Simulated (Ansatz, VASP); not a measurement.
TiN: VASP beside Ansatz

```xyz
2
Lattice="0.0000 2.1478 2.1478 2.1478 0.0000 2.1478 2.1478 2.1478 0.0000" Properties=species:S:1:pos:R:3 pbc="T T T"
Ti    2.1478    2.1478    2.1478
N     0.0000    0.0000    0.0000
```

Alike in both runs: task single point; functional PBE; k mesh 8 × 8 × 8; occupations gaussian, width 0.1 eV; collinear spin.

```csv
,VASP,Ansatz
version,VASP 6.6.1,Ansatz 0.2.0
potentials or method,"VASP PAW PBE potentials, release 64 (Ti_sv, N)","scalar-relativistic, plane waves, PAW"
plane-wave cutoff (eV),520,420
valence electrons in the cell,17,17
```

VASP gave:

```
gap on the k mesh at the Fermi level (eV) : none
pressure (GPa)                            : -8.2
net moment per atom (μB)                  : 0.00
```

What did Ansatz give for the same quantities?

gap on the k mesh at the Fermi level (eV): none; pressure (GPa): -8.6; net moment per atom (μB): 0.00.

A gap of «none» marks a metal or a gap that the smearing closes. Ansatz warned: «seeded_moment_not_kept».
